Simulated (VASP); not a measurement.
Wanted: the native input for a VASP 6.6.1 run.

| Item | Value |
| --- | --- |
| Task | relaxation of cell and atoms |
| Functional | PBE |
| Potentials or basis | VASP PAW PBE potentials, release 64 (Pb_d, I) |
| Cutoff | 520 eV |
| k mesh | 12 × 12 × 6 |
| Occupations | gaussian, width 0.02 eV |
| Spin | no spin polarisation |
| Further INCAR settings | ALGO = Normal; EDIFF = 1e-07; IBRION = 2; EDIFFG = -0.002; NSW = 80; ISIF = 3 |

The structure of PbI2 lies in POSCAR:

```
PbI2
1.0
    4.5550000000      0.0000000000      0.0000000000
   -2.2775000000      3.9447457100      0.0000000000
    0.0000000000      0.0000000000      6.9770000000
Pb I
1 2
Direct
    0.0000000000      0.0000000000      0.0000000000
    0.3333333300      0.6666666700      0.2650000000
    0.6666666700      0.3333333300      0.7350000000
```

One way to write it, as run:

INCAR

```
SYSTEM = PbI2
PREC = Accurate ; ENCUT = 520
EDIFF = 1E-7 ; ISMEAR = 0
SIGMA = 0.02 ; LREAL = .False.
LASPH = .True. ; NELM = 80
ALGO = Normal ; ISIF = 3
LWAVE = .False. ; LCHARG = .False.
GGA = PE ; IBRION = 2
NSW = 80 ; EDIFFG = -0.002
```

KPOINTS

```
regular mesh
0
Gamma
  12 12 6
  0 0 0
```

Potentials or basis: VASP PAW PBE potentials, release 64 (Pb_d, I).

Command:

```bash
$ cat potpaw_PBE.64/Pb_d/POTCAR potpaw_PBE.64/I/POTCAR > POTCAR
$ mpirun -np 1 vasp_std > vasp.out
```

Results of the run:

```yaml
Relaxed_volume: 49.25 Å³/atom
Relaxed_cell: a = 4.673 Å, b = 4.673 Å, c = 7.812 Å, α = 90.00°, β = 90.00°, γ = 120.00°
Space_group_after_relaxing_to_0.05_Å: P-3m1 (No. 164)
Energy_gained_by_relaxing: 22.9 meV/atom
Ionic_steps: 38
Pressure_after_relaxing: 0.0 GPa
Band_gap_on_the_k_mesh: 2.43 eV, indirect (least direct gap 2.55 eV)
```

Caveat: the volume moved by over 15 % at a fixed basis, so the end points are rough; spin-orbit coupling is left out, which as a rule narrows the gap of such compounds by several tenths of an eV; this functional lacks dispersion, which binds the layers, so the pressure and a relaxed spacing across them are unreliable, and here the layers came unbound; the volume moved by +18 % from the deposited cell, more than functionals usually miss.

It took 74 min on 1 thread of Intel(R) Xeon(R) Platinum 8259CL CPU @ 2.50GHz (Skylake/Cascade Lake) (shared host), peak memory 0.43 GiB.
